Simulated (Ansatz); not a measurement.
The system is CO2.

```
CELL_PARAMETERS angstrom
-1.97473 1.97473 3.01406
1.97473 -1.97473 3.01406
1.97473 1.97473 -3.01406
ATOMIC_POSITIONS crystal
O 0.87500 0.95980 0.58480
O 0.37500 0.29020 0.41520
O 0.04020 0.62500 0.91520
O 0.70980 0.12500 0.08480
C 0.00000 0.00000 0.00000
C 0.75000 0.25000 0.50000
```

The cell comes from a database or a generator and needn't be the stable form of this composition.

```yaml
Program: Ansatz 0.2.0
Task: relaxation of cell and atoms
Functional: LDA
Potentials_or_basis: Ansatz PAW
Cutoff: "420 eV (not typed: the program's choice for these potentials)"
k_mesh: 9 × 9 × 9
Occupations: fermi-dirac, width 0.05 eV
Spin: no spin polarisation
```

At the start: volume 7.84 Å³/atom.

**Question.** Where does the relaxation end?

**Answer.** It ends after 10 steps and the volume is 7.35 Å³/atom (-6.2 %); space group I-42d (No. 122, to 0.05 Å).

The path:
| step | energy change (eV) | largest force (eV/Å) | volume (Å³) |
| --- | --- | --- | --- |
| 1 | 0.0000 | 0.5514 | 47.01 |
| 2 | -0.1197 | 0.2817 | 44.89 |
| 3 | -0.1378 | 0.0568 | 44.18 |
| 4 | -0.1373 | 0.0209 | 44.27 |
| 5 | -0.1369 | 0.0007 | 44.32 |
| 6 | -0.1163 | 0.0002 | 44.32 |
| 7 | -0.1188 | 0.0007 | 44.12 |
| 8 | -0.1166 | 0.0005 | 44.12 |
| 9 | -0.1167 | 0.0002 | 44.11 |
| 10 | -0.1166 | 0.0002 | 44.11 |

Final structure:
```yaml
crystal:
  lattice:
    - [-1.93428, 1.93428, 2.94723]
    - [1.93428, -1.93428, 2.94723]
    - [1.93428, 1.93428, -2.94723]
  atoms:
    - { symbol: O, position: [0.87500, 0.95591, 0.58091] }
    - { symbol: O, position: [0.37500, 0.29409, 0.41909] }
    - { symbol: O, position: [0.04409, 0.62500, 0.91909] }
    - { symbol: O, position: [0.70591, 0.12500, 0.08091] }
    - { symbol: C, position: [0.00000, 0.00000, 0.00000] }
    - { symbol: C, position: [0.75000, 0.25000, 0.50000] }
```

Caveat: the plane-wave basis is chosen anew once the cell has moved, so the energies of steps on either side of that aren't comparable; the pressure holds a Pulay correction of +1.7 GPa for the finite cutoff; the PAW data sets come from PBE, with cores solved anew for the run's functional, which leaves a small shift of forces and pressure.
